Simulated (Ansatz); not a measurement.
**Se: stiffness from a series of strains**

```xyz
3
Lattice="4.3552 0.0000 0.0000 -2.1776 3.7717 0.0000 0.0000 0.0000 4.9494" Properties=species:S:1:pos:R:3 pbc="T T T"
Se    0.9451    0.0000    0.8249
Se   -0.4725    0.8185    4.1245
Se    1.7050    2.9532    2.4747
```

Atom numbers follow the list: Se1, Se2, Se3.

The geometry is COD entry 9008579, unchecked; take it as a test cell.

Computed with DFT, PBEsol, all-electron LAPW, scalar-relativistic in Ansatz 0.2.0.

Sampling and basis: a Γ-centred 8×8×6 k mesh, Fermi–Dirac smearing of 0.02 eV, basis error target 1 meV/atom, no spin polarisation.

The strain is applied along the Cartesian axes of the cell as listed (the other components stay zero). Fractional coordinates are held (clamped ions).

σ is the change of stress from the unstrained cell, which is at 2.88 GPa; tension is positive, so slopes are stress–strain coefficients at that pressure.

Only quantities that a quadratic follows smoothly over the whole series are listed; rougher ones are left out.

```
    εzz  σzz (GPa)  σxx (GPa)
-0.0200      -3.09      -1.38
 0.0000       0.00       0.00
 0.0100       1.44       0.63
 0.0200       2.82       1.21
```

Question: Fit the series and read off the stiffness at zero strain.

Answer: Least-squares fits y = p0 + p1 x + p2 x² to the rows give σzz (GPa): p1 = 148, p2 = -330; σxx (GPa): p1 = 64.8, p2 = -220. So C33 = 148 GPa and C13 = 65 GPa, for these axes.

Question: One run, at εzz = -0.0100, is withheld. Predict its row.

Answer: The fits give -1.51, -0.67; the run gave -1.51, -0.67.
